Q: I have the calculated gap of cubic boron nitride at one volume and need it at another. I have a pencil and no computer. Can that be done?

A: Yes, if you start from one calculated row and estimate only the change. Here are twelve volumes of the same crystal, treated with the PBEsol functional.

Cubic BN (space group F-43m) at twelve volumes, calculated with Ansatz 0.2.0: scalar-relativistic DFT with the PBEsol functional, without spin polarization, using PAW, a plane-wave cutoff of 420 eV, a 12×12×12 k mesh and Gaussian smearing of 0.02 eV. Both gaps are Kohn–Sham gaps taken on the k mesh, with the atoms fixed.

```
volume (Å³/atom)  shortest distance (Å)  band gap (eV)  least direct gap (eV)
           5.324                  1.512          4.392                  9.258
           5.494                  1.528          4.360                  9.108
           5.542                  1.533          4.350                  9.066
           5.630                  1.541          4.337                  8.994
           5.697                  1.547          4.325                  8.938
           5.723                  1.549          4.320                  8.916
           5.775                  1.554          4.310                  8.873
           5.975                  1.571          4.277                  8.715
           6.216                  1.592          4.233                  8.529
           6.767                  1.638          4.132                  8.129
           6.792                  1.640          4.128                  8.084
           6.822                  1.643          4.122                  8.019
```

The band gap is the energy from the highest filled to the lowest empty state. In every row these two states have different wave vectors, called Γ and X, so the gap is indirect. The least direct gap is the smallest energy between a filled and an empty state of the same wave vector, which is what matters for strong optical absorption. It is taken over the wave vectors of the k mesh, so a slightly smaller value between them could be missed. Γ and X lie on the mesh.

Q: Both fall as the crystal expands. Why?

A: Think of an electron in a box with rigid walls. Its levels are spaced as one over the square of the box length, so a larger box has closer levels. In the crystal the shortest distance between B and N plays the part of that length. An empty antibonding state changes sign between neighbouring atoms, and this costs less kinetic energy when the atoms stand further apart.

The volume goes as the cube of the distance, so energies that follow the box fall by two thirds of a percent for each percent of added volume. For the least direct gap of row 5.975, that is two thirds of a percent of 8.715 eV, or 0.058 eV. The calculated rows give about 0.047 eV. The box therefore finds the direction and the rough size, but is somewhat too steep.

Q: What does the box leave out?

A: It has only one kind of wall, whereas the crystal has two kinds of atom. Electrons are bound more strongly on N than on B, and the part of the gap that comes from this difference should depend less on distance than the box says. That would soften the slope. So could the mixing of the empty states with higher ones, which the box ignores too. The table shows that the slope is softer, but not why.

Q: Then I can use the box for the band gap too?

A: No, there it fails badly. It predicts a fall of 0.029 eV per percent of volume at row 5.975, and the rows give only 0.011 eV.

The reason is easiest to see if the least direct gap lies at Γ, as is usual for cubic BN. The band gap is then the direct gap less the energy by which the empty band drops from Γ to X. Between rows 5.324 and 6.767 the direct gap falls by 1.13 eV, but the band gap by only 0.26 eV. The drop from Γ to X must have shrunk by the difference, 0.87 eV. The change of the band gap is what remains of two larger changes that largely cancel, so a modest error of the box in either one becomes a large error in the remainder.

Q: So what is the rule?

A: Take row 5.975 as the start and call its volume V₀. Let V be the new volume, also in Å³/atom. Then

- band gap = 4.277 eV − 0.18 × (V − V₀)
- least direct gap = 8.715 eV − 4.7 eV × (V − V₀) / (mean of V and V₀)

The first constant is in eV per Å³/atom. The fraction in the second line is a pencil version of the logarithm of V/V₀: equal percentages of volume give equal shifts. Both constants are rounded slopes of straight-line fits, the band gap against volume in all twelve rows and the least direct gap against the logarithm of volume in the ten rows up to 6.767.

Q: Show me a compressed crystal first.

A: Take row 5.494 and its band gap. The volume difference is 5.494 − 5.975 = −0.481 Å³/atom. Multiplied by −0.18, this raises the gap by 0.087 eV, to 4.364 eV. The table has 4.360 eV.

Q: And a stretched one?

A: Take row 6.767 and its least direct gap. The volume difference is 0.792 Å³/atom and the mean volume 6.371 Å³/atom, so the fraction is 0.1243. Multiplied by 4.7 eV, it lowers the gap by 0.584 eV, to 8.131 eV. The table has 8.129 eV.

Q: Those two agree very well. Were they part of the fits?

A: Both were, so they show how to use the rule and are no independent test of it. For the band gap the rule stays within 5 meV of the calculation in all twelve rows, while the gap itself changes by 0.27 eV. For the least direct gap it stays within 3 meV up to row 6.767. The output below lists the estimates row by row.

Q: May I quote the result as the gap of a real crystal?

A: Quote the shift, not the gap. PBEsol makes the gap of cubic BN much too small: the measured value is roughly 6 eV or a little more, a recalled figure, against about 4.3 eV here. The atoms are also held at rest, but their zero-point motion would lower the calculated gap further and so can't explain the shortfall. If you have a measured gap at one volume and change the pressure at fixed temperature, adding the calculated shift is a reasonable estimate, though these rows don't test it. Heating also changes the gap through the motion of the atoms, which the shift leaves out.

Q: You stopped the second rule at row 6.767. What happens beyond it?

A: The least direct gap drops away from the rule, by 29 meV in row 6.792 and by 74 meV in row 6.822. Between these two rows it falls about three times as steeply as the rule says. The band gap runs on without a kink, and its edges stay at Γ and X. For practical work the limit is remote, because the calculation reaches such volumes only by pulling the crystal apart with more than 40 GPa. On the compressed side the rows end at 5.324 Å³/atom, and both rules are untested below that.

Q: But why should a smooth expansion produce a kink?

A: The least direct gap is the smallest of many energy differences, and the smallest one can change hands. A line fitted to one pair of states then fails, however well it worked before. My guess is that an empty state at Γ, built mainly from s orbitals, comes down past the earlier one. Such a state is strongly antibonding and should fall quickly as the atoms separate. The open question is whether the lowest direct transition really passes to such a state between rows 6.767 and 6.792, or to a pair of states at another wave vector.

Output of the analysis:

```
fit of band_gap on 12 rows: constant 5.346 +/- 0.0043, coefficient of vol -0.1794 +/- 0.00071; rms 0.00116, worst 5.542 0.00234, leave-one-out rms 0.00134
fit of least_direct_gap on 10 rows (vol < 6.78): constant 17.11 +/- 0.0091, coefficient of log(vol) -4.699 +/- 0.0052; rms 0.000957, worst 5.324 -0.00181, leave-one-out rms 0.00119
  rows outside the fit (model, value, miss): 6.792 8.112, 8.084, 0.0278; 6.822 8.091, 8.019, 0.0721
Hand rule from row 5.975:
    row  V-V0 (Å³/atom)  (V-V0)/mean V  gap shift (eV)  gap by rule (eV)  gap error (meV)  direct shift (eV)  direct by rule (eV)  direct error (meV)
  5.324          -0.651        -0.1152          0.1172             4.394             2.18             0.5416                9.257              -1.412
  5.494          -0.481       -0.08388         0.08658             4.364             3.58             0.3942                9.109               1.228
  5.542          -0.433       -0.07519         0.07794             4.355             4.94             0.3534                9.068               2.408
   5.63          -0.345       -0.05946          0.0621             4.339              2.1             0.2794                8.994              0.4485
  5.697          -0.278       -0.04764         0.05004             4.327             2.04             0.2239                8.939              0.8862
  5.723          -0.252       -0.04308         0.04536             4.322             2.36             0.2025                8.917               1.496
  5.775            -0.2       -0.03404           0.036             4.313                3               0.16                8.875                   2
  5.975               0              0               0             4.277                0                  0                8.715                   0
  6.216           0.241        0.03954        -0.04338             4.234             0.62            -0.1858                8.529              0.1744
  6.767           0.792         0.1243         -0.1426             4.134             2.44            -0.5843                8.131               1.728
  6.792           0.817          0.128         -0.1471              4.13             1.94            -0.6015                8.113               29.46
  6.822           0.847         0.1324         -0.1525             4.125             2.54            -0.6222                8.093               73.84
Largest error of the rule for the band gap, all rows (meV): 4.94
Largest error of the rule for the least direct gap, rows up to 6.767 (meV): 2.408
Fall of the band gap over the whole table (eV): 0.27
Band gap slope of the rule at row 5.975, per unit of ln V (eV): -1.075
Direct slope of the rule over band gap slope at row 5.975 (ratio): 4.37
Slope expected from 1/d² scaling, least direct gap, per unit of ln V (eV): -5.81
Slope expected from 1/d² scaling, band gap, per unit of ln V (eV): -2.851
Slope of the least direct gap between the last two rows, per unit of ln V (eV): -14.75
```
